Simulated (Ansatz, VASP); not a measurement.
**AgCl in VASP and in Ansatz**

```xyz
4
Lattice="4.5184 -0.0635 0.0000 -2.3142 3.9448 0.0000 0.0000 0.0000 5.7230" Properties=species:S:1:pos:R:3 pbc="T T T"
Ag   -0.0291    2.6083    1.4308
Ag    2.2333    1.2730    4.2923
Cl    2.2076    1.2716    1.4308
Cl   -0.0034    2.6097    4.2923
```

Change from the starting cell: shear_xy strain -2.8%.

Alike in both runs: task single point; functional r2SCAN; k mesh 6 × 6 × 4; no spin polarisation.

```csv
,VASP,Ansatz
version,VASP 6.6.1,Ansatz 0.2.0
potentials or method,"VASP PAW PBE potentials, release 64 (Ag, Cl)","plane waves, PAW"
plane-wave cutoff (eV),520,500
occupations,"gaussian, width 0.01 eV",fixed
valence electrons in the cell,36,52
```

VASP gave:

* gap on the k mesh at the Fermi level (eV): 1.75
* pressure (GPa): -0.1

Question: What did Ansatz give for the same quantities?

Answer: gap on the k mesh at the Fermi level (eV): 1.80; pressure (GPa): 0.0.

The two sets of potentials don't hold the same shells in valence.

Caveats: the PAW data sets were made with another functional, which shifts forces and pressure a little (VASP).
